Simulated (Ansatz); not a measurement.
# GaN: the cost of one run

Method: DFT PBE, scalar-relativistic, plane waves, PAW, in Ansatz 0.2.0.

### 1 The system as given

The structure is cubic, space group F-43m (No. 216). The conventional cell has a = 4.507 Å, b = 4.507 Å, c = 4.507 Å, α = 90.00°, β = 90.00°, γ = 90.00°. Ga (site symmetry -43m) has 4 N at 1.95 Å as nearest neighbours. Around N (site symmetry -43m) lie 4 Ga at 1.95 Å.

Coordinates:

```
Ga N
1.0
     0.00000    6.76050    6.76050
     6.76050    0.00000    6.76050
     6.76050    6.76050    0.00000
Ga N
27 27
Direct
  0.00000 0.00000 0.00000
  0.00000 0.00000 0.33333
  0.00000 0.00000 0.66667
  0.00000 0.33333 0.00000
  0.00000 0.33333 0.33333
  0.00000 0.33333 0.66667
  0.00000 0.66667 0.00000
  0.00000 0.66667 0.33333
  0.00000 0.66667 0.66667
  0.33333 0.00000 0.00000
  0.33333 0.00000 0.33333
  0.33333 0.00000 0.66667
  0.33333 0.33333 0.00000
  0.33333 0.33333 0.33333
  0.33333 0.33333 0.66667
  0.33333 0.66667 0.00000
  0.33333 0.66667 0.33333
  0.33333 0.66667 0.66667
  0.66667 0.00000 0.00000
  0.66667 0.00000 0.33333
  0.66667 0.00000 0.66667
  0.66667 0.33333 0.00000
  0.66667 0.33333 0.33333
  0.66667 0.33333 0.66667
  0.66667 0.66667 0.00000
  0.66667 0.66667 0.33333
  0.66667 0.66667 0.66667
  0.25000 0.25000 0.25000
  0.25000 0.25000 0.58333
  0.25000 0.25000 0.91667
  0.25000 0.58333 0.25000
  0.25000 0.58333 0.58333
  0.25000 0.58333 0.91667
  0.25000 0.91667 0.25000
  0.25000 0.91667 0.58333
  0.25000 0.91667 0.91667
  0.58333 0.25000 0.25000
  0.58333 0.25000 0.58333
  0.58333 0.25000 0.91667
  0.58333 0.58333 0.25000
  0.58333 0.58333 0.58333
  0.58333 0.58333 0.91667
  0.58333 0.91667 0.25000
  0.58333 0.91667 0.58333
  0.58333 0.91667 0.91667
  0.91667 0.25000 0.25000
  0.91667 0.25000 0.58333
  0.91667 0.25000 0.91667
  0.91667 0.58333 0.25000
  0.91667 0.58333 0.58333
  0.91667 0.58333 0.91667
  0.91667 0.91667 0.25000
  0.91667 0.91667 0.58333
  0.91667 0.91667 0.91667
```

The runs take a perfect supercell of 54 atoms; the defect goes to fractional position (0.250, 0.250, 0.250).

### 2 The perfect supercell

File input.yaml:

```yaml
crystal:
  lattice:
    - [0.0, 6.760502, 6.760502]
    - [6.760502, 0.0, 6.760502]
    - [6.760502, 6.760502, 0.0]
  atoms:
    - { symbol: Ga, position: [0.0, 0.0, 0.0] }
    - { symbol: Ga, position: [0.0, 0.0, 0.333333] }
    - { symbol: Ga, position: [0.0, 0.0, 0.666667] }
    - { symbol: Ga, position: [0.0, 0.333333, 0.0] }
    - { symbol: Ga, position: [0.0, 0.333333, 0.333333] }
    - { symbol: Ga, position: [0.0, 0.333333, 0.666667] }
    - { symbol: Ga, position: [0.0, 0.666667, 0.0] }
    - { symbol: Ga, position: [0.0, 0.666667, 0.333333] }
    - { symbol: Ga, position: [0.0, 0.666667, 0.666667] }
    - { symbol: Ga, position: [0.333333, 0.0, 0.0] }
    - { symbol: Ga, position: [0.333333, 0.0, 0.333333] }
    - { symbol: Ga, position: [0.333333, 0.0, 0.666667] }
    - { symbol: Ga, position: [0.333333, 0.333333, 0.0] }
    - { symbol: Ga, position: [0.333333, 0.333333, 0.333333] }
    - { symbol: Ga, position: [0.333333, 0.333333, 0.666667] }
    - { symbol: Ga, position: [0.333333, 0.666667, 0.0] }
    - { symbol: Ga, position: [0.333333, 0.666667, 0.333333] }
    - { symbol: Ga, position: [0.333333, 0.666667, 0.666667] }
    - { symbol: Ga, position: [0.666667, 0.0, 0.0] }
    - { symbol: Ga, position: [0.666667, 0.0, 0.333333] }
    - { symbol: Ga, position: [0.666667, 0.0, 0.666667] }
    - { symbol: Ga, position: [0.666667, 0.333333, 0.0] }
    - { symbol: Ga, position: [0.666667, 0.333333, 0.333333] }
    - { symbol: Ga, position: [0.666667, 0.333333, 0.666667] }
    - { symbol: Ga, position: [0.666667, 0.666667, 0.0] }
    - { symbol: Ga, position: [0.666667, 0.666667, 0.333333] }
    - { symbol: Ga, position: [0.666667, 0.666667, 0.666667] }
    - { symbol: "N", position: [0.25, 0.25, 0.25] }
    - { symbol: "N", position: [0.25, 0.25, 0.583333] }
    - { symbol: "N", position: [0.25, 0.25, 0.916667] }
    - { symbol: "N", position: [0.25, 0.583333, 0.25] }
    - { symbol: "N", position: [0.25, 0.583333, 0.583333] }
    - { symbol: "N", position: [0.25, 0.583333, 0.916667] }
    - { symbol: "N", position: [0.25, 0.916667, 0.25] }
    - { symbol: "N", position: [0.25, 0.916667, 0.583333] }
    - { symbol: "N", position: [0.25, 0.916667, 0.916667] }
    - { symbol: "N", position: [0.583333, 0.25, 0.25] }
    - { symbol: "N", position: [0.583333, 0.25, 0.583333] }
    - { symbol: "N", position: [0.583333, 0.25, 0.916667] }
    - { symbol: "N", position: [0.583333, 0.583333, 0.25] }
    - { symbol: "N", position: [0.583333, 0.583333, 0.583333] }
    - { symbol: "N", position: [0.583333, 0.583333, 0.916667] }
    - { symbol: "N", position: [0.583333, 0.916667, 0.25] }
    - { symbol: "N", position: [0.583333, 0.916667, 0.583333] }
    - { symbol: "N", position: [0.583333, 0.916667, 0.916667] }
    - { symbol: "N", position: [0.916667, 0.25, 0.25] }
    - { symbol: "N", position: [0.916667, 0.25, 0.583333] }
    - { symbol: "N", position: [0.916667, 0.25, 0.916667] }
    - { symbol: "N", position: [0.916667, 0.583333, 0.25] }
    - { symbol: "N", position: [0.916667, 0.583333, 0.583333] }
    - { symbol: "N", position: [0.916667, 0.583333, 0.916667] }
    - { symbol: "N", position: [0.916667, 0.916667, 0.25] }
    - { symbol: "N", position: [0.916667, 0.916667, 0.583333] }
    - { symbol: "N", position: [0.916667, 0.916667, 0.916667] }
basis:
  ecutwfc: 420
  fft_grid_basis: typed
kpoints:
  mp_grid: { grid: [2, 2, 2] }
hamiltonian:
  xc: pbe
  pseudopotentials: { kind: paw }
scf:
  occupations: { method: gaussian, width: 0.05 }
output:
  forces: true
  stress: false
  eigenvalues: true
  bader: false
  write_density: true
  volumetric_format: npy
```

Started as:

```console
ansatz run input.yaml --threads 8 --pin off --max-ram 16384MiB --backend cpu --events-out ev --progress --plain --runs-dir out
```

What time and memory should one allow on 8 threads of Arm Neoverse N1, shared host?

About 13 s, with a peak of 2.8 GiB.
